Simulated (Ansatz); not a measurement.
A run of Ansatz 0.2.0:

The input input.yaml:

```yaml
crystal:
  lattice:
    - [5.196, 0.0, 0.0]
    - [-2.598, 4.4998679981, 0.0]
    - [0.0, 0.0, 2.911]
  atoms:
    - { symbol: Ta, position: [0.00454, -0.006786, 0.000854] }
    - { symbol: Ta, position: [0.657536, 0.333115, 0.495042] }
    - { symbol: Ta, position: [0.34668, 0.674605, 0.493033] }
    - { symbol: "N", position: [0.005913, 0.393429, 0.017297] }
    - { symbol: "N", position: [0.610783, 0.61349, -0.023982] }
    - { symbol: "N", position: [0.403488, 0.002798, 0.001681] }
hamiltonian:
  xc: pbesol
  pseudopotentials: { kind: paw }
kpoints:
  mp_grid: { grid: [6, 6, 9] }
scf:
  occupations: { method: fermi_dirac, width: 0.05 }
output:
  forces: true
  stress: true
  eigenvalues: true
```

Potentials or basis: Ansatz PAW.

Run with:

```sh
$ ansatz run input.yaml --threads 2 --pin off --max-ram 5632MiB --backend cpu --events-out ev --progress --plain --runs-dir out
```

Hardware: 2 threads of AMD EPYC 7R13 Processor (Zen 3), with other jobs on the host.

How long does it take, and how much memory?

It took 12 s on 2 threads of AMD EPYC 7R13 Processor (Zen 3), with other jobs on the host, peak memory 0.55 GiB. Counts: scf iterations 8, plane waves 1287, k points 164, bands 33.
